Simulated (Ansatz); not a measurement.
LuH2, DFT, LDA, all-electron LAPW, scalar-relativistic (Ansatz 0.2.0), run on 1 thread of Intel(R) Xeon(R) Platinum 8488C (Sapphire Rapids) on a shared host.

The geometry is COD entry 9009021, unchecked; take it as a test cell. The listed cell was then made from it by scaling, straining or moving an atom.

Command: `ansatz run input.yaml --threads 1 --pin off --max-ram 4096MiB --backend cpu --events-out ev --progress --plain --runs-dir out`

```yaml
crystal:
  lattice:
    - [0.0, 2.5331660486, 2.5331660486]
    - [2.5331660486, 0.0, 2.5331660486]
    - [2.5331660486, 2.5331660486, 0.0]
  atoms:
    - { symbol: Lu, position: [0.0, 0.0, 0.0] }
    - { symbol: H, position: [0.25, 0.25, 0.25] }
    - { symbol: H, position: [0.75, 0.75, 0.75] }
kpoints:
  mp_grid: { grid: [8, 8, 8] }
  band_path:
    path:
      - [0.0, 0.0, 0.0]
      - [0.5, 0.0, 0.5]
      - [0.625, 0.25, 0.625]
      - [0.375, 0.375, 0.75]
      - [0.0, 0.0, 0.0]
      - [0.5, 0.5, 0.5]
      - [0.5, 0.25, 0.75]
      - [0.5, 0.0, 0.5]
    npoints: 5
scf:
  occupations: { method: fermi_dirac, width: 0.02 }
hamiltonian:
  xc: lda
  pseudopotentials: { kind: all_electron, lapw: { basis_error: 0.001 } }
output:
  forces: true
  stress: true
  eigenvalues: true
```

**Question.** How large is the problem that the program sets up?

**Answer.** 29 irreducible k-points, 307 plane waves at Γ, 26 bands.

**Question.** About how long does it take, and how much memory does it use?

**Answer.** 5.9 s of wall time for 8 SCF iterations, with a peak of 0.32 GiB. Times on shared machines scatter by tens of per cent.
